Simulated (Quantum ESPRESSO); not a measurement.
Runs of Quantum ESPRESSO 7.5 on Ge. The structure is hexagonal, space group P6_3/mmc (No. 194). Conventional cell: a = 3.998 Å, b = 3.998 Å, c = 6.599 Å, α = 90.00°, β = 90.00°, γ = 120.00°. Ge (site symmetry 3m) has 4 Ge at 2.45 to 2.47 Å as nearest neighbours. This isn't the form of Ge at room conditions, which is diamond.

```tsv
task	level	potentials or basis	cell	form of the LDA correlation	gap on the mesh (eV)	pressure (GPa)	V0 of scaled cells (Å³/atom)	B0 (GPa)
equation of state	PBEsol	GBRV 1.5 PBEsol	as given	-	-	-	22.80	67
band structure	PBEsol	GBRV 1.5 PBEsol	as given	-	-	-0.3	-	-
single point	PBEsol	GBRV 1.5 PBEsol	atoms moved at random, drawn with an rms of 0.05 Å	-	0.10	-0.2	-	-
band structure	LDA	GBRV 1.5 LDA	as given	PZ81	-	-2.1	-	-
single point	PBEsol	GBRV 1.5 PBEsol	as given	-	(b)	-0.3	-	-
equation of state	LDA	GBRV 1.5 LDA	as given	PZ81	-	-	22.18	(a)
```

Alike in all rows: no spin polarisation; k mesh 8 × 8 × 4; cutoff (eV) 612; smearing fermi-dirac 0.05 eV.

Q: Fill in the values left out.

A: (a) 71; (b) 0.11.

Caveats: the cell was scaled at fixed shape and fractional positions, which overstates the stiffness of a crystal with free parameters, most of all of layers and chains (some runs).

A k mesh can miss the band edges, and the runs leave out spin-orbit coupling on Ge.
